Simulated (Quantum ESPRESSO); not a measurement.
# ZnS (F-43m) in Quantum ESPRESSO: Berry-phase polarisation with B86bPBE

Aim: the Berry-phase polarisation of ZnS with B86bPBE.

Everything below comes from runs of Quantum ESPRESSO 7.5. Logs are shortened: lines on timing, memory, paths and dates and some standing lists are left out, and cuts for length are marked.

**Measured values to compare with.**

“Electronic, vibrational, and thermodynamic properties of ZnS (zincblende and rocksalt structure)”, 2009, arxiv:0911.5022 quotes, for a bulk crystal of ZnS at 19 K: band gap 3.85 eV (direct).

The runs below are set against these values where they give the same quantity.

## Step 1: The crystal as given

It takes space group F-43m (No. 216, cubic). Conventional cell: a = 5.404 Å, b = 5.404 Å, c = 5.404 Å, α = 90.00°, β = 90.00°, γ = 90.00°. Zn (site symmetry -43m) has 4 S at 2.34 Å as nearest neighbours. S (site symmetry -43m) is surrounded by 4 Zn at 2.34 Å.

## Step 2: Berry-phase polarisation, B86bPBE

Contents of pw.in:

```
&CONTROL
  calculation = 'scf'
  prefix = 'pwscf'
  outdir = './tmp'
  pseudo_dir = './pseudo'
  tprnfor = .true.
  tstress = .true.
  disk_io = 'low'
/
&SYSTEM
  ibrav = 0
  nat = 2
  ntyp = 2
  ecutwfc = 54
  ecutrho = 324
  nbnd = 15
  input_dft = 'b86bpbe'
  occupations = 'smearing'
  smearing = 'fd'
  degauss = 0.00367493
/
&ELECTRONS
  conv_thr = 4d-10
  electron_maxstep = 120
  mixing_beta = 0.5
/
ATOMIC_SPECIES
Zn    65.3800 Zn.GGA_PBE-JTH.UPF
S     32.0600 S.GGA_PBE-JTH.UPF
CELL_PARAMETERS angstrom
   0.0000000000    2.7020000000    2.7020000000
   2.7020000000    0.0000000000    2.7020000000
   2.7020000000    2.7020000000    0.0000000000
ATOMIC_POSITIONS crystal
Zn     0.7500000000    0.7500000000    0.7500000000
S      0.0000000000    0.0000000000    0.0000000000
K_POINTS automatic
5 5 5 0 0 0
```

Contents of relax.in:

```
&CONTROL
  calculation = 'vc-relax'
  prefix = 'pwscf'
  outdir = './tmp'
  pseudo_dir = './pseudo'
  tprnfor = .true.
  tstress = .true.
  disk_io = 'low'
  nstep = 40
  forc_conv_thr = 0.0001
  etot_conv_thr = 1d-06
/
&SYSTEM
  ibrav = 0
  nat = 2
  ntyp = 2
  ecutwfc = 54
  ecutrho = 324
  nbnd = 15
  input_dft = 'b86bpbe'
  occupations = 'smearing'
  smearing = 'fd'
  degauss = 0.00367493
/
&ELECTRONS
  conv_thr = 4d-10
  electron_maxstep = 120
  mixing_beta = 0.5
/
&IONS
  ion_dynamics = 'bfgs'
/
&CELL
  cell_dynamics = 'bfgs'
  press = 0
  press_conv_thr = 0.2
/
ATOMIC_SPECIES
Zn    65.3800 Zn.GGA_PBE-JTH.UPF
S     32.0600 S.GGA_PBE-JTH.UPF
CELL_PARAMETERS angstrom
   0.0000000000    2.7020000000    2.7020000000
   2.7020000000    0.0000000000    2.7020000000
   2.7020000000    2.7020000000    0.0000000000
ATOMIC_POSITIONS crystal
Zn     0.7500000000    0.7500000000    0.7500000000
S      0.0000000000    0.0000000000    0.0000000000
K_POINTS automatic
5 5 5 0 0 0
```

Contents of scf2.in:

```
&CONTROL
  calculation = 'scf'
  prefix = 'pwscf'
  outdir = './tmp'
  pseudo_dir = './pseudo'
  tprnfor = .true.
  tstress = .true.
  disk_io = 'low'
/
&SYSTEM
  ibrav = 0
  nat = 2
  ntyp = 2
  ecutwfc = 54
  ecutrho = 324
  nbnd = 15
  input_dft = 'b86bpbe'
  occupations = 'fixed'
/
&ELECTRONS
  conv_thr = 1d-11
  electron_maxstep = 120
  mixing_beta = 0.5
  startingpot = 'file'
  startingwfc = 'file'
/
ATOMIC_SPECIES
Zn    65.3800 Zn.GGA_PBE-JTH.UPF
S     32.0600 S.GGA_PBE-JTH.UPF
CELL_PARAMETERS angstrom
   0.0000000000    2.7303561787    2.7303561787
   2.7303561787    0.0000000000    2.7303561787
   2.7303561787    2.7303561787    0.0000000000
ATOMIC_POSITIONS crystal
Zn     0.7500000000    0.7500000000    0.7500000000
S      0.0000000000    0.0000000000    0.0000000000
K_POINTS automatic
5 5 5 0 0 0
```

Contents of berry1.in:

```
&CONTROL
  calculation = 'nscf'
  prefix = 'pwscf'
  outdir = './tmp'
  pseudo_dir = './pseudo'
  disk_io = 'low'
  lberry = .true.
  gdir = 1
  nppstr = 10
/
&SYSTEM
  ibrav = 0
  nat = 2
  ntyp = 2
  ecutwfc = 54
  ecutrho = 324
  input_dft = 'b86bpbe'
  occupations = 'fixed'
  nosym = .true.
/
&ELECTRONS
  conv_thr = 1d-09
  electron_maxstep = 120
  mixing_beta = 0.5
  diago_david_ndim = 4
  startingwfc = 'random'
/
ATOMIC_SPECIES
Zn    65.3800 Zn.GGA_PBE-JTH.UPF
S     32.0600 S.GGA_PBE-JTH.UPF
CELL_PARAMETERS angstrom
   0.0000000000    2.7303561787    2.7303561787
   2.7303561787    0.0000000000    2.7303561787
   2.7303561787    2.7303561787    0.0000000000
ATOMIC_POSITIONS crystal
Zn     0.7500000000    0.7500000000    0.7500000000
S      0.0000000000    0.0000000000    0.0000000000
K_POINTS automatic
10 5 5 0 0 0
```

Contents of berry2.in:

```
&CONTROL
  calculation = 'nscf'
  prefix = 'pwscf'
  outdir = './tmp'
  pseudo_dir = './pseudo'
  disk_io = 'low'
  lberry = .true.
  gdir = 2
  nppstr = 10
/
&SYSTEM
  ibrav = 0
  nat = 2
  ntyp = 2
  ecutwfc = 54
  ecutrho = 324
  input_dft = 'b86bpbe'
  occupations = 'fixed'
  nosym = .true.
/
&ELECTRONS
  conv_thr = 1d-09
  electron_maxstep = 120
  mixing_beta = 0.5
  diago_david_ndim = 4
  startingwfc = 'random'
/
ATOMIC_SPECIES
Zn    65.3800 Zn.GGA_PBE-JTH.UPF
S     32.0600 S.GGA_PBE-JTH.UPF
CELL_PARAMETERS angstrom
   0.0000000000    2.7303561787    2.7303561787
   2.7303561787    0.0000000000    2.7303561787
   2.7303561787    2.7303561787    0.0000000000
ATOMIC_POSITIONS crystal
Zn     0.7500000000    0.7500000000    0.7500000000
S      0.0000000000    0.0000000000    0.0000000000
K_POINTS automatic
5 10 5 0 0 0
```

Contents of berry3.in:

```
&CONTROL
  calculation = 'nscf'
  prefix = 'pwscf'
  outdir = './tmp'
  pseudo_dir = './pseudo'
  disk_io = 'low'
  lberry = .true.
  gdir = 3
  nppstr = 10
/
&SYSTEM
  ibrav = 0
  nat = 2
  ntyp = 2
  ecutwfc = 54
  ecutrho = 324
  input_dft = 'b86bpbe'
  occupations = 'fixed'
  nosym = .true.
/
&ELECTRONS
  conv_thr = 1d-09
  electron_maxstep = 120
  mixing_beta = 0.5
  diago_david_ndim = 4
  startingwfc = 'random'
/
ATOMIC_SPECIES
Zn    65.3800 Zn.GGA_PBE-JTH.UPF
S     32.0600 S.GGA_PBE-JTH.UPF
CELL_PARAMETERS angstrom
   0.0000000000    2.7303561787    2.7303561787
   2.7303561787    0.0000000000    2.7303561787
   2.7303561787    2.7303561787    0.0000000000
ATOMIC_POSITIONS crystal
Zn     0.7500000000    0.7500000000    0.7500000000
S      0.0000000000    0.0000000000    0.0000000000
K_POINTS automatic
5 5 10 0 0 0
```

Potentials or basis: JTH 2.0 PBE.

On the command line:

```sh
$ OMP_NUM_THREADS=1 pw.x -in pw.in > pw.out
$ OMP_NUM_THREADS=1 pw.x -in relax.in > relax.out
$ OMP_NUM_THREADS=1 pw.x -in scf2.in > scf2.out
$ OMP_NUM_THREADS=1 pw.x -in berry1.in > berry1.out
$ OMP_NUM_THREADS=1 pw.x -in berry2.in > berry2.out
$ OMP_NUM_THREADS=1 pw.x -in berry3.in > berry3.out
```

pw.out:

```text
This program is part of the open-source Quantum ESPRESSO suite
     for quantum simulation of materials; please cite
         "P. Giannozzi et al., J. Phys.:Condens. Matter 21 395502 (2009);
         "P. Giannozzi et al., J. Phys.:Condens. Matter 29 465901 (2017);
         "P. Giannozzi et al., J. Chem. Phys. 152 154105 (2020);
     in publications or presentations arising from this work. More details at

     file Zn.GGA_PBE-JTH.UPF: wavefunction(s)  0S 0P 0P 3D 0D renormalized
     file S.GGA_PBE-JTH.UPF: wavefunction(s)  3S 0S 3P 0P renormalized

     IMPORTANT: XC functional enforced from input :
     Exchange-correlation= B86BPBE
                           (   1   4  22   4   0   0   0)
     Any further DFT definition will be discarded
     Please, verify this is what you really want

     Message from routine setup:
     using ibrav=0 with symmetry is DISCOURAGED, use correct ibrav instead

     G-vector sticks info
     --------------------
     sticks:   dense  smooth     PW     G-vecs:    dense   smooth      PW
     Sum        1159     769    241                26229    14211    2421

     Using Slab Decomposition

     bravais-lattice index     =            0
     lattice parameter (alat)  =       7.2210  a.u.
     unit-cell volume          =     266.2457 (a.u.)^3
     number of atoms/cell      =            2
     number of atomic types    =            2
     number of electrons       =        18.00
     number of Kohn-Sham states=           15
     kinetic-energy cutoff     =      54.0000  Ry
     charge density cutoff     =     324.0000  Ry
     scf convergence threshold =      4.0E-10
     mixing beta               =       0.5000
     number of iterations used =            8  plain     mixing
     Exchange-correlation= B86BPBE
                           (   1   4  22   4   0   0   0)

     celldm(1)=   7.221031  celldm(2)=   0.000000  celldm(3)=   0.000000
     celldm(4)=   0.000000  celldm(5)=   0.000000  celldm(6)=   0.000000

     crystal axes: (cart. coord. in units of alat)
               a(1) = (   0.000000   0.707107   0.707107 )
               a(2) = (   0.707107   0.000000   0.707107 )
               a(3) = (   0.707107   0.707107   0.000000 )

     reciprocal axes: (cart. coord. in units 2 pi/alat)
               b(1) = ( -0.707107  0.707107  0.707107 )
               b(2) = (  0.707107 -0.707107  0.707107 )
               b(3) = (  0.707107  0.707107 -0.707107 )

     PseudoPot. # 1 for Zn read from file:
     Zn.GGA_PBE-JTH.UPF
     Pseudo is Projector augmented-wave + core cor, Zval = 12.0
     Generated using ATOMPAW code
     Shape of augmentation charge: SINC**2
     Using radial grid of 1049 points,  6 beta functions with:
                l(1) =   0
                l(2) =   0
                l(3) =   1
                l(4) =   1
                l(5) =   2
                l(6) =   2
     Q(r) pseudized with 0 coefficients

     PseudoPot. # 2 for S  read from file:
     S.GGA_PBE-JTH.UPF
     Pseudo is Projector augmented-wave + core cor, Zval =  6.0
     Generated using ATOMPAW code
     Shape of augmentation charge: SINC**2
     Using radial grid of  999 points,  4 beta functions with:
                l(1) =   0
                l(2) =   0
                l(3) =   1
                l(4) =   1
     Q(r) pseudized with 0 coefficients

     atomic species   valence    mass     pseudopotential
     Zn               12.00    65.38000     Zn( 1.00)
     S                 6.00    32.06000     S ( 1.00)

     24 Sym. Ops. (no inversion) found

   Cartesian axes

     site n.     atom                  positions (alat units)
         1        Zn     tau(   1) = (   1.0606602   1.0606602   1.0606602  )
         2        S      tau(   2) = (   0.0000000   0.0000000   0.0000000  )

     number of k points=    10  Fermi-Dirac smearing, width (Ry)=  0.0037
                       cart. coord. in units 2pi/alat
        k(    1) = (   0.0000000   0.0000000   0.0000000), wk =   0.0160000
        k(    2) = (   0.1414214   0.1414214  -0.1414214), wk =   0.1280000
        k(    3) = (   0.2828427   0.2828427  -0.2828427), wk =   0.1280000
        k(    4) = (   0.2828427  -0.0000000   0.0000000), wk =   0.0960000
        k(    5) = (   0.4242641   0.1414214  -0.1414214), wk =   0.3840000
        k(    6) = (  -0.1414214  -0.4242641   0.4242641), wk =   0.3840000
        k(    7) = (   0.0000000  -0.2828427   0.2828427), wk =   0.1920000
        k(    8) = (   0.5656854  -0.0000000   0.0000000), wk =   0.0960000
        k(    9) = (   0.0000000  -0.5656854   0.5656854), wk =   0.1920000
        k(   10) = (  -0.1414214  -0.4242641   0.7071068), wk =   0.3840000

     Dense  grid:    26229 G-vectors     FFT dimensions: (  45,  45,  45)

     Smooth grid:    14211 G-vectors     FFT dimensions: (  36,  36,  36)

     Check: negative core charge=   -0.000003

     Initial potential from superposition of free atoms

     starting charge      17.9998, renormalised to      18.0000

     negative rho (up, down):  5.400E-02 0.000E+00
     Starting wfcs are   26 randomized atomic wfcs

     Self-consistent Calculation

     iteration #  1     ecut=    54.00 Ry     beta= 0.50
     Davidson diagonalization with overlap
     ethr =  1.00E-02,  avg # of iterations =  8.4

     Threshold (ethr) on eigenvalues was too large:
     Diagonalizing with lowered threshold

     Davidson diagonalization with overlap
     ethr =  7.64E-04,  avg # of iterations =  2.9

     negative rho (up, down):  5.866E-02 0.000E+00

     total energy              =    -311.20806789 Ry
     estimated scf accuracy    <       0.13380095 Ry

     iteration #  2     ecut=    54.00 Ry     beta= 0.50
     Davidson diagonalization with overlap
     ethr =  7.43E-04,  avg # of iterations =  3.2

     negative rho (up, down):  5.924E-02 0.000E+00

     total energy              =    -311.26698676 Ry
     estimated scf accuracy    <       0.02375837 Ry

     iteration #  3     ecut=    54.00 Ry     beta= 0.50
     Davidson diagonalization with overlap
     ethr =  1.32E-04,  avg # of iterations =  3.2

     negative rho (up, down):  6.029E-02 0.000E+00

     total energy              =    -311.27438145 Ry
     estimated scf accuracy    <       0.00136695 Ry

     iteration #  4     ecut=    54.00 Ry     beta= 0.50
     Davidson diagonalization with overlap
     ethr =  7.59E-06,  avg # of iterations =  4.3
[... 46 lines left out ...]
     negative rho (up, down):  6.019E-02 0.000E+00

     total energy              =    -311.27471024 Ry
     estimated scf accuracy    <       0.00000008 Ry

     iteration # 10     ecut=    54.00 Ry     beta= 0.50
     Davidson diagonalization with overlap
     ethr =  4.44E-10,  avg # of iterations =  2.3

     negative rho (up, down):  6.019E-02 0.000E+00

     total energy              =    -311.27471028 Ry
     estimated scf accuracy    <          1.3E-09 Ry

     iteration # 11     ecut=    54.00 Ry     beta= 0.50
     Davidson diagonalization with overlap
     ethr =  7.05E-12,  avg # of iterations =  3.9

     negative rho (up, down):  6.019E-02 0.000E+00

     End of self-consistent calculation

          k = 0.0000 0.0000 0.0000 (  1807 PWs)   bands (ev):

    -6.6691   0.1164   0.1164   0.1164   0.6118   0.6118   6.4706   6.4706
     6.4706   8.5663  12.8452  12.8452  12.8452  18.1036  18.1036

          k = 0.1414 0.1414-0.1414 (  1805 PWs)   bands (ev):

    -6.3854   0.1356   0.1641   0.1641   0.6105   0.6105   4.3230   6.1379
     6.1379   9.8311  12.9946  13.3522  13.3522  17.2889  17.2889

          k = 0.2828 0.2828-0.2828 (  1784 PWs)   bands (ev):

    -5.8482   0.2238   0.2238   0.4647   0.6338   0.6338   1.8605   5.6780
     5.6780   9.8214  13.4323  13.4323  14.9506  18.3650  18.7445

          k = 0.2828-0.0000 0.0000 (  1800 PWs)   bands (ev):

    -6.2906   0.0786   0.2131   0.2131   0.5781   0.6376   4.4891   5.5782
     5.5782  10.6412  11.4468  14.3031  14.3031  15.5025  18.5817

          k = 0.4243 0.1414-0.1414 (  1773 PWs)   bands (ev):

    -5.8269   0.1635   0.2941   0.3392   0.6268   0.6553   2.6513   4.7944
     5.0906  10.8610  12.1619  14.0602  14.8673  17.4518  19.5094

          k =-0.1414-0.4243 0.4243 (  1788 PWs)   bands (ev):

    -5.6224   0.2354   0.2975   0.5647   0.6276   0.8239   1.6247   4.1560
     5.2669  10.9780  12.7614  14.4128  15.0940  18.2589  18.3765

          k = 0.0000-0.2828 0.2828 (  1797 PWs)   bands (ev):

    -6.0070   0.2174   0.2246   0.2427   0.5905   0.6493   3.1805   4.6045
     5.9062  11.0407  13.0357  13.4342  13.8604  16.4170  19.2423

          k = 0.5657-0.0000 0.0000 (  1756 PWs)   bands (ev):

    -5.5722   0.0858   0.4151   0.4151   0.6795   0.6873   2.3756   4.4344
     4.4344  10.0814  10.7137  16.6936  17.3023  17.3023  19.6654

          k = 0.0000-0.5657 0.5657 (  1764 PWs)   bands (ev):

    -5.4403   0.1781   0.4177   0.4826   0.6588   0.9363   1.8751   3.5290
     4.5278  10.4370  11.8609  16.1720  16.6995  17.5039  19.2212

          k =-0.1414-0.4243 0.7071 (  1799 PWs)   bands (ev):

    -5.5148   0.2414   0.3430   0.5049   0.6266   0.8459   2.0572   3.6635
     4.4391  11.9427  12.1534  13.6781  16.3472  17.4166  19.6877

     the Fermi energy is     7.5779 ev

!    total energy              =    -311.27471028 Ry
     total all-electron energy =      -311.274710 Ry
     estimated scf accuracy    <          1.2E-10 Ry
     smearing contrib. (-TS)   =      -0.00000000 Ry
     internal energy E=F+TS    =    -311.27471028 Ry

     The total energy is F=E-TS. E is the sum of the following terms:
     one-electron contribution =     -86.19354958 Ry
     hartree contribution      =      42.47635912 Ry
     xc contribution           =     -22.02331328 Ry
     ewald contribution        =     -92.12167894 Ry
     one-center paw contrib.   =    -153.41252760 Ry

     convergence has been achieved in  11 iterations

     negative rho (up, down):  6.019E-02 0.000E+00

     Forces acting on atoms (cartesian axes, Ry/au):

     atom    1 type  1   force =     0.00000000    0.00000000    0.00000000
     atom    2 type  2   force =     0.00000000    0.00000000   -0.00000000

     Total force =     0.000000     Total SCF correction =     0.000000

     Computing stress (Cartesian axis) and pressure

     negative rho (up, down):  6.019E-02 0.000E+00
          total   stress  (Ry/bohr**3)                   (kbar)     P=       22.13
   0.00015040   0.00000000   0.00000000           22.13        0.00        0.00
  -0.00000000   0.00015040   0.00000000           -0.00       22.13        0.00
   0.00000000   0.00000000   0.00015040            0.00        0.00       22.13

=------------------------------------------------------------------------------=
   JOB DONE.
=------------------------------------------------------------------------------=
```

Run time: 2.9 min. Hardware: 1 thread of Arm Neoverse V2, shared host; peak memory 0.14 GiB.

Results:

* Free energy: -4235.1167 eV
* Relaxed volume: 20.35 Å³/atom
* Relaxed cell: a = 3.861 Å, b = 3.861 Å, c = 3.861 Å, α = 60.00°, β = 60.00°, γ = 60.00°
* Space group after relaxing (to 0.05 Å): F-43m (No. 216)
* Pressure after relaxing: 0.0 GPa
* Band gap on the k mesh: 1.96 eV, direct

Step by step:
| step | energy change (eV) | largest force (eV/Å) | pressure (GPa) | volume (Å³) |
| --- | --- | --- | --- | --- |
| 1 | 0.0000 | 0.0000 | 2.21 | 39.45 |
| 2 | -0.0051 | 0.0000 | 1.46 | 39.90 |
| 3 | -0.0081 | 0.0000 | 0.53 | 40.40 |
| 4 | -0.0086 | 0.0000 | 0.04 | 40.69 |
| 5 | -0.0086 | 0.0000 | 0.00 | 40.71 |

Final structure:
```yaml
crystal:
  lattice:
    - [0.00000, 2.73036, 2.73036]
    - [2.73036, 0.00000, 2.73036]
    - [2.73036, 2.73036, 0.00000]
  atoms:
    - { symbol: Zn, position: [0.75000, 0.75000, 0.75000] }
    - { symbol: S, position: [0.00000, 0.00000, 0.00000] }
```

Levels at points of the mesh, in eV from the valence-band top:
```tsv
k point	band 7	band 8	band 9	band 10	band 11	band 12
(0.00, 0.00, 0.00)	0.00	0.00	0.00	1.96	6.40	6.40
```

Berry-phase polarisation along the lattice vectors (C/m²): -0.759, 2.280, 2.280; quanta: 3.039, 3.039, 3.039

Berry phases in units of 2π:
| direction | ionic | electronic | their sum is defined modulo |
| --- | --- | --- | --- |
| a1 | -1.000 | 0.501 | 2 |
| a2 | 1.000 | 0.501 | 2 |
| a3 | 1.000 | 0.501 | 2 |

Caveat: the potentials were made for another functional, which shifts forces and pressure.

## Step 3: How close it comes

Step 2. Measured gap of ZnS: 3.85 eV (direct; 19 K; quoted in “Electronic, vibrational, and thermodynamic properties of ZnS (zincblende and rocksalt structure)”, 2009, arxiv:0911.5022). This calculation gives 1.96 eV (-1.89 eV). The value is that of B86bPBE, without temperature or zero-point motion.
